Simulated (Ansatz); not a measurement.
CsCl: what relativity and spin–orbit coupling change

```
Cs Cl
1.0
     4.12300    0.00000    0.00000
     0.00000    4.12300    0.00000
     0.00000    0.00000    4.12300
Cs Cl
1 1
Direct
  0.00000 0.00000 0.00000
  0.50000 0.50000 0.50000
```

Atom numbers follow the list: Cs1, Cl2.

The cell is COD entry 9008789, as deposited and not checked against the literature; nothing was relaxed.

One fixed cell is solved with PBE by LAPW (all electrons) in Ansatz 0.2.0 under different relativistic treatments. Pressure is positive in compression.

The runs use a Γ-centred 6×6×6 k mesh, Fermi–Dirac smearing of 0.03 eV, basis error target 1 meV/atom, no spin polarisation.

```tsv
setting	P (GPa)	gap on the k mesh (eV)
scalar-relativistic	1.00	5.27
non-relativistic	?	5.16
with spin–orbit coupling	1.00	5.21
scalar-relativistic, inner shells corrected to Dirac	1.00	5.27
```

Q: Give the missing entry: row "non-relativistic", column "P (GPa)".

A: 1.22.
